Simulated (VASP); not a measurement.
# Pb (P6_3/mmc) in VASP: notebook

One crystal, Pb, is run at these levels: PBEsol; tasks: single point.

All numbers are computed with VASP 6.6.1; they aren't measurements. Logs are shortened: lines on timing, memory, paths and dates and some standing lists are left out, and cuts for length are marked.

### 1 The crystal as given

Symmetry: P6_3/mmc, No. 194, hexagonal system. Conventional cell: a = 3.480 Å, b = 3.480 Å, c = 5.590 Å, α = 90.00°, β = 90.00°, γ = 120.00°. Pb (site symmetry -6m2) is surrounded by 12 Pb at 3.44 to 3.48 Å.

This isn't the form of Pb at room conditions, which is fcc.

### 2 Single point, PBEsol

INCAR reads:

```
PREC = Accurate
ENCUT = 450
EDIFF = 1E-4
ISMEAR = -1
SIGMA = 0.2
LREAL = False
LASPH = True
NELM = 100
ALGO = Normal
ISIF = 2
LWAVE = False
LCHARG = False
GGA = PS
ADDGRID = False
```

KPOINTS reads:

```
regular mesh
0
Gamma
  14 14 8
```

POSCAR reads:

```
Pb
1.0
    3.4800000000      0.0000000000      0.0000000000
   -1.7400000000      3.0137684052      0.0000000000
    0.0000000000      0.0000000000      5.5900000000
Pb
2
Direct
    0.6666666667      0.3333333333      0.7500000000
    0.3333333333      0.6666666667      0.2500000000
```

Potentials or basis: VASP PAW PBE potentials, release 64 (Pb_d).

Started as:

```sh
$ cat potpaw_PBE.64/Pb_d/POTCAR > POTCAR
$ mpirun -np 1 vasp_std > vasp.out
```

OUTCAR:

```text
PREC = Accurate
   ENCUT = 450
   EDIFF = 1E-4
   ISMEAR = -1
   LREAL = False
   LASPH = True
   NELM = 100
   ISIF = 2
   GGA = PS

 Found    120 irreducible k-points:

 Following reciprocal coordinates:
            Coordinates               Weight
  0.000000  0.000000  0.000000      1.000000
  0.071429  0.000000  0.000000      6.000000
  0.142857  0.000000  0.000000      6.000000
  0.214286  0.000000  0.000000      6.000000
  0.285714  0.000000  0.000000      6.000000
  0.357143  0.000000  0.000000      6.000000
   k-points           NKPTS =    120   k-points in BZ     NKDIM =    120   number of bands    NBANDS=     18
   number of dos      NEDOS =    301   number of ions     NIONS =      2
   total plane-waves  NPLWV =  23040
   dimension x,y,z NGX =    24 NGY =   24 NGZ =   40
   dimension x,y,z NGXF=    48 NGYF=   48 NGZF=   80
   ions per type =               2
   NGX,Y,Z   is equivalent  to a cutoff of  11.47, 11.47, 11.90 a.u.
   NGXF,Y,Z  is equivalent  to a cutoff of  22.93, 22.93, 23.79 a.u.
 SYSTEM =  unknown system
   PREC   = accura    normal or accurate (medium, high low for compatibility)
   ISTART =      0    job   : 0-new  1-cont  2-samecut
   ICHARG =      2    charge: 1-file 2-atom 10-const
   ISPIN  =      1    spin polarized calculation?
   LNONCOLLINEAR =      F non collinear calculations
   LSORBIT =      F    spin-orbit coupling
   LASPH  =      T    aspherical Exc in radial PAW
   ENCUT  =  450.0 eV  33.07 Ry    5.75 a.u.   6.02  6.02  9.67*2*pi/ulx,y,z
   NELM   =    100;   NELMIN=  2; NELMDL= -5     # of ELM steps
   EDIFF  = 0.1E-03   stopping-criterion for ELM
   LREAL  =      F    real-space projection
   EDIFFG = 0.1E-02   stopping-criterion for IOM
   NSW    =      0    number of steps for IOM
   IBRION =     -1    ionic relax: 0-MD 1-quasi-New 2-CG
   NFREE  =      0    steps in history (QN), initial steepest desc. (CG)
   ISIF   =      2    stress and relaxation
   ISYM   =      2    0-nonsym 1-usesym 2-fastsym
   POTIM  = 0.5000    time-step for ionic-motion
   TEBEG  =    0.0;   TEEND  =   0.0 temperature during run
   PSTRESS=    0.0 pullay stress
   NELECT =      28.0000    total number of electrons
   NUPDOWN=      -1.0000    fix difference up-down
   EMIN   =  10.00;   EMAX   =-10.00  energy-range for DOS
   EFERMI =   0.00;   METHOD = LEGACY
   ISMEAR =    -1;   SIGMA  =   0.20  broadening in eV -4-tet -1-fermi 0-gaus
   EFERMI_NEDOS =   21; number of points for ismear=-14 and -15
   IALGO  =     38    algorithm
   IMIX   =      4    mixing-type and parameters
     AMIX     =   0.40;   BMIX     =  1.00
     AMIX_MAG =   1.60;   BMIX_MAG =  1.00
  volume/ion in A,a.u.               =      29.31       197.82
  Fermi-wavevector in a.u.,A,eV,Ry     =   1.279658  2.418203 22.279870  1.637524
  Thomas-Fermi vector in A             =   2.412131
   LORBIT       =      0    0 simple, 1 ext, 2 COOP (PROOUT), +10 PAW based schemes
   GGA     = PS    functional components
   LHFCALC =     F    Hartree Fock is set to
   AEXX    =    0.0000 exact exchange contribution
   IVDW    =     0    specifies the selected vdW correction
   LEPSILON=     F    determine dielectric tensor
   LRPA    =     F    only Hartree local field effects (RPA)
 non-spin polarized calculation
  energy-cutoff  :      450.00
  volume of cell :       58.63
 maximum number of plane-waves:      1292
   NGX = 13   NGY = 13   NGZ = 19

 number of electron      28.0000001 magnetization

 Free energy of the ion-electron system (eV)
  ---------------------------------------------------
  ext. energy  EPLUGINS =         0.00000000
  ---------------------------------------------------
  free energy    TOTEN  =        -8.03697066 eV

  energy without entropy =       -7.89676026  energy(sigma->0) =       -7.96686546

 E-fermi :   7.4477     XC(G=0): -10.5063

 val. band max:        7.4472428860   @ k =   0.2857   0.0000   0.2500
 cond. band min:       7.4873161918   @ k =   0.4286   0.1429   0.2500
 fundamental gap:      0.0400733058
 Fermi energy:         7.4476802610

 k-point     1 :       0.0000    0.0000    0.0000
  band No.  band energies     occupation
      1      -9.5730      2.00000
      2      -9.5228      2.00000
      3      -9.5091      2.00000
      4      -9.5091      2.00000
      5      -9.4838      2.00000
      6      -9.4838      2.00000
[... 10 lines left out ...]
     17      14.9476      0.00000
     18      15.6204      0.00000

 k-point     2 :       0.0714    0.0000    0.0000
  band No.  band energies     occupation
      1      -9.5688      2.00000
      2      -9.5325      2.00000
      3      -9.4962      2.00000
      4      -9.4942      2.00000
      5      -9.4811      2.00000
      6      -9.4714      2.00000
[... 10 lines left out ...]
     17      15.1174      0.00000
     18      15.5103      0.00000

 k-point     3 :       0.1429    0.0000    0.0000
  band No.  band energies     occupation
      1      -9.5791      2.00000
      2      -9.5264      2.00000
      3      -9.4847      2.00000
      4      -9.4661      2.00000
      5      -9.4613      2.00000
      6      -9.4600      2.00000
[... 10 lines left out ...]
     17      14.9832      0.00000
     18      15.1218      0.00000

 k-point     4 :       0.2143    0.0000    0.0000
  band No.  band energies     occupation
      1      -9.6089      2.00000
      2      -9.5121      2.00000
      3      -9.4945      2.00000
      4      -9.4803      2.00000
      5      -9.4737      2.00000
      6      -9.4075      2.00000
[... 10 lines left out ...]
     17      13.8615      0.00000
     18      14.7298      0.00000

 k-point     5 :       0.2857    0.0000    0.0000
  band No.  band energies     occupation
      1      -9.6417      2.00000
      2      -9.5290      2.00000
      3      -9.5178      2.00000
      4      -9.5002      2.00000
      5      -9.4433      2.00000
      6      -9.3491      2.00000
[... 10 lines left out ...]
     17      12.4663      0.00000
     18      14.1950      0.00000

 k-point     6 :       0.3571    0.0000    0.0000
  band No.  band energies     occupation
      1      -9.6702      2.00000
      2      -9.5624      2.00000
      3      -9.5293      2.00000
      4      -9.5171      2.00000
      5      -9.4126      2.00000
      6      -9.3690      2.00000
[... 10 lines left out ...]
     17      11.0709      0.00000
     18      13.6846      0.00000

 [... further k-points ...]

------------------------ aborting loop because EDIFF is reached ----------------------------------------

  FORCE on cell =-STRESS in cart. coord.  units (eV):
  Direction    XX          YY          ZZ          XY          YZ          ZX
  --------------------------------------------------------------------------------------
  -------------------------------------------------------------------------------------
  Total        0.2030825      0.2030825      0.8350567     -0.0000000      0.0000000      0.0000000
  in kB        5.5498620      5.5498620     22.8205236     -0.0000000      0.0000000      0.0000000
  external PRESSURE =      11.3067492 kB  Pullay stress =       0.0000000 kB

 VOLUME and BASIS-vectors are now :
 -----------------------------------------------------------------------------
  energy-cutoff  :      450.00
  volume of cell :       58.63
      direct lattice vectors                 reciprocal lattice vectors
     3.480000000  0.000000000  0.000000000     0.287356322  0.165905250  0.000000000
    -1.740000000  3.013768405  0.000000000     0.000000000  0.331810500  0.000000000
     0.000000000  0.000000000  5.590000000     0.000000000  0.000000000  0.178890877

 POSITION                                       TOTAL-FORCE (eV/Angst)
 -----------------------------------------------------------------------------------
      1.74000      1.00459      4.19250         0.000000      0.000000      0.000000
     -0.00000      2.00918      1.39750        -0.000000      0.000000      0.000000
 -----------------------------------------------------------------------------------
    total drift:                               -0.000000      0.000000      0.000000

  FREE ENERGIE OF THE ION-ELECTRON SYSTEM (eV)
  ---------------------------------------------------
  free  energy   TOTEN  =        -8.0369706638 eV

  energy  without entropy=       -7.8967602642  energy(sigma->0) =       -7.96686546
```

Run time: 16 s. Hardware: 1 thread of Intel Xeon 6975P-C (Granite Rapids), shared host; peak memory 0.21 GiB.

The run converged, but some of its settings lie outside the range that counts as converged, so its numbers aren't taken as properties of the crystal.

Results:

| Quantity | Value |
| --- | --- |
| Free energy | -8.0370 eV |
| Pressure | 1.1 GPa |
| Band gap on the k mesh | none (metal or under the smearing width) |

Caveat: the PAW data sets were made with another functional, which shifts forces and pressure a little.

### 3 Single point, PBEsol

INCAR is that of step 2.

KPOINTS is that of step 2.

POSCAR reads:

```
Pb
1.0
    3.4800000000      0.0000000000      0.0000000000
   -1.7400000000      3.0137684052      0.0000000000
    0.0000000000      0.0000000000      5.5900000000
Pb
2
Direct
    0.6916670000      0.3496840000      0.7502860000
    0.3559200000      0.6835750000      0.2530120000
```

Potentials or basis: VASP PAW PBE potentials, release 64 (Pb_d).

Started as:

```sh
$ cat potpaw_PBE.64/Pb_d/POTCAR > POTCAR
$ mpirun -np 1 vasp_std > vasp.out
```

It took 99 s on 1 thread of Intel Xeon 6975P-C (Granite Rapids), shared host; peak memory 0.6 GiB.

The run converged, but some of its settings lie outside the range that counts as converged, so its numbers aren't taken as properties of the crystal.

What came out:

```yaml
Free_energy: -8.0367 eV
Pressure: 1.1 GPa
Largest_force: 0.038 eV/Å
Band_gap_on_the_k_mesh: none (metal or under the smearing width)
```

Caveat: the PAW data sets were made with another functional, which shifts forces and pressure a little.

### 4 Single point, PBEsol

Edit INCAR of step 3 so:

```diff
@@ -2,3 +2,3 @@
 ENCUT = 450
-EDIFF = 1E-4
+EDIFF = 1E-5
 ISMEAR = -1
```

KPOINTS is that of step 3.

POSCAR reads:

```
Pb
1.0
    3.4800000000      0.0000000000      0.0000000000
   -1.7400000000      3.0137684052      0.0000000000
    0.0000000000      0.0000000000      5.5900000000
Pb
2
Direct
    0.6666666667      0.3333333333      0.7500000000
    0.3333333333      0.6666666667      0.2500000000
```

Started as:

```sh
$ cat potpaw_PBE.64/Pb_d/POTCAR > POTCAR
$ mpirun -np 1 vasp_std > vasp.out
```

Wall time 17 s (1 thread of Intel Xeon 6975P-C (Granite Rapids), shared host); peak memory 0.21 GiB.

These settings aren't checked as converged: the numbers below hold their error.

Results:

```
Free energy            : -8.0370 eV
Pressure               : 1.1 GPa
Band gap on the k mesh : none (metal or under the smearing width)
```

Caveat: the PAW data sets were made with another functional, which shifts forces and pressure a little.

### 5 Single point, PBEsol

INCAR is that of step 4.

KPOINTS is that of step 4.

POSCAR reads:

```
Pb
1.0
    3.4800000000      0.0000000000      0.0000000000
   -1.7400000000      3.0137684052      0.0000000000
    0.0000000000      0.0000000000      5.5900000000
Pb
2
Direct
    0.6916670000      0.3496840000      0.7502860000
    0.3559200000      0.6835750000      0.2530120000
```

Potentials or basis: VASP PAW PBE potentials, release 64 (Pb_d).

Started as:

```sh
$ cat potpaw_PBE.64/Pb_d/POTCAR > POTCAR
$ mpirun -np 1 vasp_std > vasp.out
```

OUTCAR:

```text
PREC = Accurate
   ENCUT = 450
   EDIFF = 1E-5
   ISMEAR = -1
   LREAL = False
   LASPH = True
   NELM = 100
   ISIF = 2
   GGA = PS

 Found    788 irreducible k-points:

 Following reciprocal coordinates:
            Coordinates               Weight
  0.000000  0.000000  0.000000      1.000000
  0.071429  0.000000  0.000000      2.000000
  0.000000  0.071429  0.000000      2.000000
 -0.071429  0.071429  0.000000      2.000000
  0.142857  0.000000  0.000000      2.000000
  0.000000  0.142857  0.000000      2.000000
   k-points           NKPTS =    788   k-points in BZ     NKDIM =    788   number of bands    NBANDS=     18
   number of dos      NEDOS =    301   number of ions     NIONS =      2
   total plane-waves  NPLWV =  23040
   dimension x,y,z NGX =    24 NGY =   24 NGZ =   40
   dimension x,y,z NGXF=    48 NGYF=   48 NGZF=   80
   ions per type =               2
   NGX,Y,Z   is equivalent  to a cutoff of  11.47, 11.47, 11.90 a.u.
   NGXF,Y,Z  is equivalent  to a cutoff of  22.93, 22.93, 23.79 a.u.
 SYSTEM =  unknown system
   PREC   = accura    normal or accurate (medium, high low for compatibility)
   ISTART =      0    job   : 0-new  1-cont  2-samecut
   ICHARG =      2    charge: 1-file 2-atom 10-const
   ISPIN  =      1    spin polarized calculation?
   LNONCOLLINEAR =      F non collinear calculations
[... 53 lines left out ...]

 val. band max:        7.4469666402   @ k =   0.0000   0.2857   0.2500
 cond. band min:       7.4483776864   @ k =   0.0000  -0.2857   0.2500
 fundamental gap:      0.0014110462
 Fermi energy:         7.4476818329

 k-point     1 :       0.0000    0.0000    0.0000
  band No.  band energies     occupation
      1      -9.5729      2.00000
      2      -9.5226      2.00000
      3      -9.5091      2.00000
      4      -9.5087      2.00000
      5      -9.4842      2.00000
      6      -9.4836      2.00000
[... 103 lines left out ...]
      5      -9.4606      2.00000
      6      -9.4598      2.00000
[... 10 lines left out ...]
     17      14.9829      0.00000
     18      15.1207      0.00000

 [... further k-points ...]

------------------------ aborting loop because EDIFF is reached ----------------------------------------

  FORCE on cell =-STRESS in cart. coord.  units (eV):
  Direction    XX          YY          ZZ          XY          YZ          ZX
  --------------------------------------------------------------------------------------
  -------------------------------------------------------------------------------------
  Total        0.1968054      0.1987804      0.8312654      0.0053850      0.0001466     -0.0007423
  in kB        5.3783205      5.4322931     22.7169161      0.1471618      0.0040058     -0.0202845
  external PRESSURE =      11.1758432 kB  Pullay stress =       0.0000000 kB

 VOLUME and BASIS-vectors are now :
 -----------------------------------------------------------------------------
  energy-cutoff  :      450.00
  volume of cell :       58.63
      direct lattice vectors                 reciprocal lattice vectors
     3.480000000  0.000000000  0.000000000     0.287356322  0.165905250  0.000000000
    -1.740000000  3.013768405  0.000000000     0.000000000  0.331810500  0.000000000
     0.000000000  0.000000000  5.590000000     0.000000000  0.000000000  0.178890877

 POSITION                                       TOTAL-FORCE (eV/Angst)
 -----------------------------------------------------------------------------------
      1.79855      1.05387      4.19410        -0.003384      0.000507      0.037603
      0.04918      2.06014      1.41434         0.003384     -0.000507     -0.037603
 -----------------------------------------------------------------------------------
    total drift:                               -0.000050      0.000037     -0.000069

  FREE ENERGIE OF THE ION-ELECTRON SYSTEM (eV)
  ---------------------------------------------------
  free  energy   TOTEN  =        -8.0366630098 eV

  energy  without entropy=       -7.8964739947  energy(sigma->0) =       -7.96656850
```

OSZICAR:

```text
N       E                     dE             d eps       ncg     rms          rms(c)
DAV:   1     0.270275055158E+03    0.27028E+03   -0.13630E+04 28374   0.175E+03
DAV:   2     0.993642879866E+01   -0.26034E+03   -0.25708E+03 28428   0.421E+02
DAV:   3    -0.756801335651E+01   -0.17504E+02   -0.17290E+02 34456   0.140E+02
DAV:   4    -0.805447676805E+01   -0.48646E+00   -0.48497E+00 33120   0.273E+01
DAV:   5    -0.807436538107E+01   -0.19889E-01   -0.19886E-01 34014   0.480E+00    0.871E-01
DAV:   6    -0.804480890971E+01    0.29556E-01   -0.56322E-02 36982   0.358E+00    0.405E-01
DAV:   7    -0.803718602399E+01    0.76229E-02   -0.21079E-02 37030   0.213E+00    0.129E-01
DAV:   8    -0.803666575798E+01    0.52027E-03   -0.10129E-03 36412   0.511E-01    0.125E-02
DAV:   9    -0.803666300976E+01    0.27482E-05   -0.27052E-05 18546   0.929E-02
   1 F= -.80366630E+01 E0= -.79665685E+01  d E =-.140189E+00
```

It took 1.7 min on 1 thread of Intel Xeon 6975P-C (Granite Rapids), shared host; peak memory 0.6 GiB.

The run converged, but some of its settings lie outside the range that counts as converged, so its numbers aren't taken as properties of the crystal.

What came out:

```
Free energy            : -8.0367 eV
Pressure               : 1.1 GPa
Largest force          : 0.038 eV/Å
Band gap on the k mesh : none (metal or under the smearing width)
```

Caveat: the PAW data sets were made with another functional, which shifts forces and pressure a little.

### 6 For comparison

An earlier run on the cell as given: functional PBEsol; potentials or basis VASP PAW PBE potentials, release 64 (Pb_d); cutoff 520 eV; k mesh 9 × 9 × 5; occupations fermi-dirac, width 0.05 eV; no spin polarisation.

- Pressure: 1.0 GPa
- Band gap on the k mesh: none (metal or under the smearing width)
